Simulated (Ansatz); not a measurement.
`C[SiH2]C(F)(F)F` + `O[SiH2]F` → `C[SiH2]O[SiH2]F` + `FC(F)F` at 700 K and 1 bar (ligand exchange at the Si–C bond).

Program: Ansatz. Geometries: PBE0-D4/def2-TZVP. ΔE: electronic, gas phase. CCSD(T)/CBS is the MP2 limit (def2-TZVPP, def2-QZVPP) plus CCSD(T) − MP2 in def2-TZVPP, frozen cores. This one scheme is used for every species. Each species was taken in one conformer, which may not be the lowest.

| species | CCSD(T)/CBS energy (Eh) | H − E (kJ/mol) | S (J/(mol·K)) |
| --- | --- | --- | --- |
| `C[SiH2]C(F)(F)F` | -667.57559 | 264.1 | 490.8 |
| `O[SiH2]F` | -465.96250 | 137.3 | 346.2 |
| `C[SiH2]O[SiH2]F` | -795.56184 | 297.9 | 522.3 |
| `FC(F)F` | -338.02896 | 105.5 | 315.2 |

H − E and S are ideal-gas, rigid-rotor, harmonic terms from PBE0-D4/def2-TZVP, for one conformer and one mirror image of each species. 1 Eh = 2625.50 kJ/mol, R = 8.31446 J/(mol·K).

Question: By hand: ΔE, ΔH, ΔS and ΔG.

Answer: ΔE = (-795.56184) + (-338.02896) − (-667.57559) − (-465.96250) = -0.05271 Eh = -138.4 kJ/mol. Δ(H − E) = 297.9 + 105.5 − 264.1 − 137.3 = 2.0, so ΔH = -136.4 kJ/mol. ΔS = 522.3 + 315.2 − 490.8 − 346.2 = 0.5 J/(mol·K). ΔG = -136.4 − 700 × (0.5)/1000 = -136.8 kJ/mol.

Question: By hand: the equilibrium constant, and the temperature at which ΔG would vanish if ΔH and ΔS stayed fixed.

Answer: log₁₀ K = −ΔG/(RT ln 10) = 10.2. ΔH and −TΔS have one sign here, so there is no such temperature.

The number of gas molecules stays the same, so ΔS is small and ΔH decides. A doubt of 5 kJ/mol in ΔE shifts log₁₀ K by 0.4 here. Other conformers and mirror images would add mixing entropy, several J/(mol·K) or more a flexible species. Modes under 60 cm⁻¹, often nearly free rotors, make the harmonic entropy too high. These are equilibria of isolated gas molecules and say nothing of rates. Largest T1 diagnostic: 0.012 (customary marks: 0.02 for closed shells, 0.045 for open ones).

ΔS is within the doubt of such terms, so its sign, and with it that verdict, could turn.
